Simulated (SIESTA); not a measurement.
## In under changes of volume

One of the cells (26.686 Å³/atom); the others are scaled copies at fixed shape and fractional positions:

```
In
1.0
    -1.88253    1.88253    1.88253
     1.88253   -1.88253    1.88253
     1.88253    1.88253   -1.88253
In
1
Direct
  0.00000 0.00000 0.00000
```

This isn't the form of In at room conditions, which is tetragonal.

```yaml
Program: SIESTA 5.4.2
Functional: LDA
Potentials_or_basis: PseudoDojo 0.4 standard (LDA files)
Basis: DZP (energy shift 0.003 Ry; two zetas on semicore shells)
Grid_cutoff: 500 Ry
Energy_shift: 0.003 Ry
k_mesh: 10 × 10 × 10
Occupations: fermi-dirac, width 0.05 eV
Spin: no spin polarisation
```

```tsv
volume (Å³/atom)	energy over the lowest point (meV/atom)	pressure (GPa)
25.085	0.00	-0.8
25.618	3.97	-1.5
26.152	10.23	-2.2
26.686	18.30	-2.7
27.220	?	?
27.753	39.33	-3.6
28.287	51.78	-4.0
```

**Question.** What does the run at 27.220 Å³/atom give?

**Answer.** Energy over the lowest point 28.06 meV/atom; pressure -3.2 GPa.

Worked out: A Birch-Murnaghan fit of order 3 (a polynomial in V^(-2/3)) to the other rows has its minimum at 24.54 Å³/atom, just outside them, with B0 = V·E''(V) = 40 GPa and B' = 5.4. It gives 28.12 meV/atom at 27.220 Å³/atom, against the run's 28.06, and -dE/dV = -3.2 GPa, against -3.2.

Energies are extrapolated to zero smearing.

Caveats: the basis of atomic orbitals isn't converged, which shifts pressures, moduli and gaps.
